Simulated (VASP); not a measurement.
VASP 6.6.1, r²SCAN single-point calculation, SiC (distorted rocksalt)

INCAR

```
LWAVE = .FALSE.
SIGMA = 0.02
PREC = Accurate
EDIFF = 1E-7
ENCUT = 520
ISIF = 2
ALGO = Normal
ISMEAR = -1
IBRION = -1
NELM = 120
NSW = 0
LCHARG = .FALSE.
LREAL = .FALSE.
NBANDS = 11
METAGGA = R2SCAN
LASPH = .TRUE.
```

KPOINTS

```
KPOINTS created by Atomic Simulation Environment
0
Gamma
10 10 10
0 0 0
```

POSCAR

```
Si C
 1.0000000000000000
     0.0065000000000000    2.0440999999999998    2.0074999999999998
     2.0284000000000000   -0.0052000000000000    2.0192000000000001
     2.0045999999999999    2.0320000000000000    0.0186000000000000
 Si  C
   1   1
Cartesian
  4.0172176899999998  2.0505905900000001  2.0671798700000004
  2.0039966599999999  2.0369359199999999  2.0167225000000002
```

VASP ran with the recommended PBE PAW datasets (8 valence electrons in the cell).

OSZICAR

```
N       E                     dE             d eps       ncg     rms          rms(c)
DAV:   1    -0.196987660409E+01   -0.19699E+01   -0.42234E+03 11820   0.648E+02
DAV:   2    -0.197805419347E+02   -0.17811E+02   -0.16823E+02 14166   0.111E+02
DAV:   3    -0.202634897688E+02   -0.48295E+00   -0.48133E+00 13347   0.140E+01
DAV:   4    -0.202645895690E+02   -0.10998E-02   -0.10997E-02 12307   0.817E-01
DAV:   5    -0.202645919466E+02   -0.23776E-05   -0.23773E-05 13219   0.361E-02    0.869E+00
DAV:   6    -0.175955534456E+02    0.26690E+01   -0.36603E+00 12162   0.937E+00    0.480E+00
DAV:   7    -0.176218648639E+02   -0.26311E-01   -0.44825E-01 13067   0.396E+00    0.208E+00
DAV:   8    -0.176430737644E+02   -0.21209E-01   -0.21917E-02 11946   0.101E+00    0.330E-01
DAV:   9    -0.176448275822E+02   -0.17538E-02   -0.23829E-03 13421   0.392E-01    0.205E-01
DAV:  10    -0.176448887153E+02   -0.61133E-04   -0.11322E-04 12481   0.795E-02    0.170E-02
DAV:  11    -0.176448945891E+02   -0.58738E-05   -0.94436E-06 13131   0.274E-02    0.675E-03
DAV:  12    -0.176448949047E+02   -0.31561E-06   -0.43824E-07 12984   0.573E-03    0.447E-03
DAV:  13    -0.176448951652E+02   -0.26045E-06   -0.23138E-07 11976   0.386E-03    0.802E-04
DAV:  14    -0.176448951632E+02    0.19875E-08   -0.21718E-08  6204   0.149E-03
   1 F= -.17644895E+02 E0= -.17644688E+02  d E =-.414205E-03
```

From OUTCAR

```
k-points           NKPTS =    504   k-points in BZ     NKDIM =    504   number of bands    NBANDS=     11

   NELECT =       8.0000    total number of electrons

   dimension x,y,z NGX =    24 NGY =   24 NGZ =   24
   dimension x,y,z NGXF=    48 NGYF=   48 NGZF=   48

  energy-cutoff  :      520.00
  volume of cell :       16.47
      direct lattice vectors                 reciprocal lattice vectors
     0.006500000  2.044100000  2.007500000    -0.249196781  0.243539381  0.250959367
     2.028400000 -0.005200000  2.019200000     0.245437893 -0.244398976  0.248060075
     2.004600000  2.032000000  0.018600000     0.251308768  0.246510963 -0.251818962

 k-points in reciprocal lattice and weights: KPOINTS created by Atomic Simulation Env
   0.00000000  0.00000000  0.00000000       0.001
   0.10000000  0.00000000  0.00000000       0.002
   0.20000000  0.00000000  0.00000000       0.002
   0.30000000  0.00000000  0.00000000       0.002
   0.40000000  0.00000000  0.00000000       0.002
   0.50000000  0.00000000  0.00000000       0.001
   0.00000000  0.10000000 -0.00000000       0.002
   0.10000000  0.10000000 -0.00000000       0.002
   ...

 E-fermi :  12.5692

 k-point     1 :       0.0000    0.0000    0.0000
  band No.  band energies     occupation
      1      -7.0030      2.00000
      2      12.2570      2.00000
      3      12.5586      1.25935
      4      12.7605      0.00014
      5      20.6817      0.00000
      6      21.7370      0.00000
      7      21.8335      0.00000
      8      22.3217      0.00000
      9      25.7451      0.00000
     10      26.5170      0.00000
     11      26.7349      0.00000

 k-point     2 :       0.1000    0.0000    0.0000
  band No.  band energies     occupation
      1      -6.7470      2.00000
      2      11.2050      2.00000
      3      12.1229      2.00000
      4      12.5718      0.93695
      5      20.7674      0.00000
      6      22.1202      0.00000
      7      22.2287      0.00000
      8      22.4086      0.00000
      9      24.0177      0.00000
     10      24.3182      0.00000
     11      26.1861      0.00000

 k-point     3 :       0.2000    0.0000    0.0000
  band No.  band energies     occupation
      1      -5.9839      2.00000
      2       8.3458      2.00000
      3      11.8193      2.00000
      4      12.1541      2.00000
      5      20.0593      0.00000
      6      21.0429      0.00000
      7      21.4019      0.00000
      8      23.5484      0.00000
      9      24.4142      0.00000
     10      24.8511      0.00000
     11      25.7124      0.00000

 k-point     4 :       0.3000    0.0000    0.0000
  band No.  band energies     occupation
      1      -4.7326      2.00000
      2       5.2084      2.00000
      3      11.5305      2.00000
      4      11.7441      2.00000
      5      19.4221      0.00000
      6      19.4815      0.00000
      7      19.7495      0.00000
      8      23.9369      0.00000
      9      26.2213      0.00000
     10      26.7423      0.00000
     11      27.4671      0.00000

 k-point     5 :       0.4000    0.0000    0.0000
  band No.  band energies     occupation
      1      -3.0600      2.00000
      2       2.3054      2.00000
      3      11.3510      2.00000
      4      11.4732      2.00000
      5      18.4645      0.00000
      6      18.6507      0.00000
      7      19.1081      0.00000
      8      23.4066      0.00000
      9      27.8909      0.00000
     10      29.5061      0.00000
     11      30.3013      0.00000

 k-point     6 :       0.5000    0.0000    0.0000
  band No.  band energies     occupation
      1      -1.6646      2.00000
      2       0.4872      2.00000
      3      11.2936      2.00000
      4      11.3813      2.00000
      5      18.1213      0.00000
      6      18.2768      0.00000
      7      19.0056      0.00000
      8      23.1733      0.00000
      9      28.6494      0.00000
     10      31.2843      0.00000
     11      32.1072      0.00000

 k-point     7 :       0.0000    0.1000   -0.0000
  band No.  band energies     occupation
      1      -6.7510      2.00000
      2      10.9771      2.00000
      3      12.3700      1.99991
      4      12.5426      1.58167
      5      20.9445      0.00000
      6      21.8495      0.00000
      7      22.2509      0.00000
      8      22.6556      0.00000
      9      23.9192      0.00000
     10      24.4358      0.00000
     11      26.2195      0.00000

 k-point     8 :       0.1000    0.1000   -0.0000
  band No.  band energies     occupation
      1      -6.6573      2.00000
      2      11.5179      2.00000
      3      11.7858      2.00000
      4      12.0028      2.00000
      5      20.6668      0.00000
      6      21.2015      0.00000
      7      22.4896      0.00000
      8      22.9085      0.00000
      9      23.1488      0.00000
     10      26.4172      0.00000
     11      27.0534      0.00000

 k-point     9 :       0.2000    0.1000    0.0000
  band No.  band energies     occupation
      1      -6.0552      2.00000
      2       9.3692      2.00000
      3      11.2348      2.00000
      4      11.7821      2.00000
      5      19.6836      0.00000
      6      20.2950      0.00000
      7      21.9066      0.00000
      8      23.0805      0.00000
      9      24.5975      0.00000
     10      26.2863      0.00000
     11      26.9732      0.00000

 k-point    10 :       0.3000    0.1000   -0.0000
  band No.  band energies     occupation
      1      -4.9585      2.00000
      2       6.3399      2.00000
      3      10.8058      2.00000
      4      11.4009      2.00000
      5      18.1510      0.00000
      6      20.3251      0.00000
      7      21.5009      0.00000
      8      22.7647      0.00000
      9      25.3159      0.00000
     10      27.6887      0.00000
     11      28.4785      0.00000

 k-point    11 :       0.4000    0.1000   -0.0000
  band No.  band energies     occupation
      1      -3.4108      2.00000
      2       3.3685      2.00000
      3      10.6375      2.00000
      4      10.8264      2.00000
      5      17.2954      0.00000
      6      20.0491      0.00000
      7      20.1719      0.00000
      8      24.7640      0.00000
      9      25.0841      0.00000
     10      29.4744      0.00000
     11      31.0742      0.00000

 k-point    12 :       0.5000    0.1000    0.0000
  band No.  band energies     occupation
      1      -1.6997      2.00000
      2       0.9849      2.00000
      3      10.2233      2.00000
      4      10.8254      2.00000
      5      17.1687      0.00000
      6      19.1012      0.00000
      7      20.0506      0.00000
      8      24.7395      0.00000
      9      27.2742      0.00000
     10      30.4794      0.00000
     11      32.2424      0.00000

 k-point    13 :      -0.4000    0.1000   -0.0000
  band No.  band energies     occupation
      1      -2.2823      2.00000
      2       1.7227      2.00000
      3       9.8324      2.00000
      4      11.2582      2.00000
      5      17.7027      0.00000
      6      18.7177      0.00000
      7      20.0733      0.00000
      8      24.9200      0.00000
      9      27.8234      0.00000
     10      29.7616      0.00000
     11      30.9179      0.00000

 k-point    14 :      -0.3000    0.1000    0.0000
  band No.  band energies     occupation
      1      -4.0252      2.00000
      2       4.4324      2.00000
      3       9.7279      2.00000
      4      11.8610      2.00000
      5      18.7394      0.00000
      6      19.0347      0.00000
      7      20.2952      0.00000
      8      24.9262      0.00000
      9      26.4509      0.00000
     10      27.0506      0.00000
     11      29.9305      0.00000

 k-point    15 :      -0.2000    0.1000    0.0000
  band No.  band energies     occupation
      1      -5.4165      2.00000
      2       7.4672      2.00000
      3       9.9723      2.00000
      4      12.4391      1.99701
      5      19.8382      0.00000
      6      20.3734      0.00000
      7      20.8172      0.00000
      8      23.2917      0.00000
      9      24.3475      0.00000
     10      27.0720      0.00000
     11      27.7937      0.00000

 k-point    16 :      -0.1000    0.1000   -0.0000
  band No.  band energies     occupation
      1      -6.3345      2.00000
      2      10.0327      2.00000
      3      10.8534      2.00000
      4      12.7278      0.00072
      5      21.2466      0.00000
      6      21.3362      0.00000
      7      21.7769      0.00000
      8      22.3684      0.00000
      9      22.8372      0.00000
     10      25.5456      0.00000
     11      27.4727      0.00000

 ...

  Total       -0.0477903     -0.4136527      0.0903414      0.2735616     -0.1127021     -0.6403528
  in kB       -4.6502846    -40.2509007      8.7907645     26.6191926    -10.9665960    -62.3101838
  external PRESSURE =     -12.0368069 kB  Pullay stress =       0.0000000 kB

 POSITION                                       TOTAL-FORCE (eV/Angst)
 -----------------------------------------------------------------------------------
      4.01722      2.05059      2.06718         0.002623     -0.068833     -0.217619
      2.00400      2.03694      2.01672        -0.002623      0.068833      0.217619
 -----------------------------------------------------------------------------------
    total drift:                                0.000059     -0.000024     -0.000015

  FREE ENERGIE OF THE ION-ELECTRON SYSTEM (eV)
  ---------------------------------------------------
  free  energy   TOTEN  =       -17.6448951632 eV

  energy  without entropy=      -17.6444809579  energy(sigma->0) =      -17.64468806
```

```yaml
gap_between_bands_v_and_c_on_the_k_mesh: -1.08 eV (bands overlap: a metal)
least_direct_gap_on_the_k_mesh: 3.64 eV
pressure: -1.2 GPa
largest_force: 0.23 eV/Å
```

Band v is the last that the valence electrons fill when counted band by band, and c is the next.
